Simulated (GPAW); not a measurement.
Here is a GPAW 26.7.0 calculation.

Contents of run.py:

```python
from ase.dft.bandgap import bandgap
from ase.io import read, write
from ase.units import GPa
from gpaw import GPAW, PW

atoms = read('POSCAR')

calc = GPAW(mode=PW(600),
            xc='PBE',
            kpts={'size': (8, 8, 5), 'gamma': True},
            occupations={'name': 'fermi-dirac', 'width': 0.05},
            setups={'Ru': '8'},
            nbands=-13,
            convergence={'density': 1e-05, 'energy': 1e-05},
            maxiter=150,
            txt='gpaw.txt')
atoms.calc = calc
energy = atoms.get_potential_energy()
forces = atoms.get_forces()
stress = atoms.get_stress()
calc.write('gs.gpw')
write('result.traj', atoms)
print(f'Energy: {energy:.6f} eV')
print('Forces (eV/A):')
print(forces.round(4))
print('Stress (GPa):', (stress / GPa).round(3))
print('Fermi level:', round(calc.get_fermi_level(), 4), 'eV')
print(f'Gap: {bandgap(calc)[0]:.4f} eV, direct: {bandgap(calc, direct=True)[0]:.4f} eV')

path = atoms.cell.bandpath('GMKGALHA,LM,KH', npoints=60, eps=1e-4)
bs_calc = calc.fixed_density(kpts=path, symmetry='off', nbands=-21,
                             convergence={'bands': 'CBM+6.0', 'eigenstates': 1e-6}, txt='bands.txt')
bs = bs_calc.band_structure()
bs.write('bs.json')
print(f'Gap on the path: {bandgap(bs_calc)[0]:.4f} eV')
```

Contents of POSCAR:

```
Ru
1.0
    2.7058000000      0.0000000000      0.0000000000
   -1.3529000000      2.3432915376      0.0000000000
    0.0000000000      0.0000000000      4.2819000000
Ru
2
Direct
    0.6666666667      0.3333333333      0.7500000000
    0.3333333333      0.6666666667      0.2500000000
```

Potentials or basis: GPAW PAW data sets (gpaw-data 1.2.1), other valence, pw.

Command:

```console
$ OMP_NUM_THREADS=1 python run.py
```

Q: What does it give for the pressure?

A: 12.0 GPa.

Q: Predict the band gap along the path.

A: None (metal or under the smearing width).

Stress tensor (GPa, compression positive):
```
11.97  0.00  0.00
 0.00 11.97  0.00
 0.00  0.00 12.11
```
